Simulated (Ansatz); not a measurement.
Least gaps of 7 solids at two levels of theory, each on its r2SCAN cell, computed with the plane-wave code Ansatz; one solid is withheld. Hybrids mostly run on coarser meshes. The set is drawn from solids with one anion, without Pb, Bi, Tl or Hg, whose band edges agree at both levels. No spin polarisation and no zero-point or thermal motion.

```csv
solid,r2SCAN (eV),HSE06 (eV),"edges, r2SCAN"
YN (rocksalt),0.58,1.09,Γ → X
GaN (zincblende),2.17,3.01,Γ
GaN (wurtzite),2.35,3.20,Γ
AlN (wurtzite),4.88,5.60,Γ
Si3N4 (P6_3/m),4.99,5.77,Γ–A (0.34) → Γ
BN (wurtzite),5.75,6.53,Γ → K
```

Fit a straight line y = a x + b, with x the r2SCAN gap and y the HSE06 gap.
n = 6, Σx = 20.720, Σy = 25.200, Σx² = 92.345, Σxy = 108.352. Then a = (nΣxy − ΣxΣy)/(nΣx² − (Σx)²) = 1.026 and b = (Σy − aΣx)/n = +0.658 eV. The standard error of a is 0.028, and the residuals are YN -0.16, GaN +0.13, GaN +0.13, AlN -0.06, Si3N4 -0.01, BN -0.03 eV.

BN (zincblende) has an r2SCAN gap of 5.00 eV. Predict its HSE06 gap.
1.026 × 5.00 + (0.658) = 5.79 eV; the run gives 5.79 eV. The miss, 0.00 eV, is within the scatter of the fitted rows (largest residual 0.16 eV).

Is the correction a rigid shift, or does it grow with the gap?
The slope, 1.026 ± 0.028, can't be told from one, so these rows are served by a rigid shift of +0.75 eV. The row-by-row corrections run from +0.51 to +0.85 eV.

Where an edge lies off the special points, it is a point of the mesh or the k point where a search put PBE's edge or least direct gap, reused for the other functionals, whose own edges may lie a little apart.

The meshes of the hybrids are coarse, so their gaps aren't converged to the digits shown.
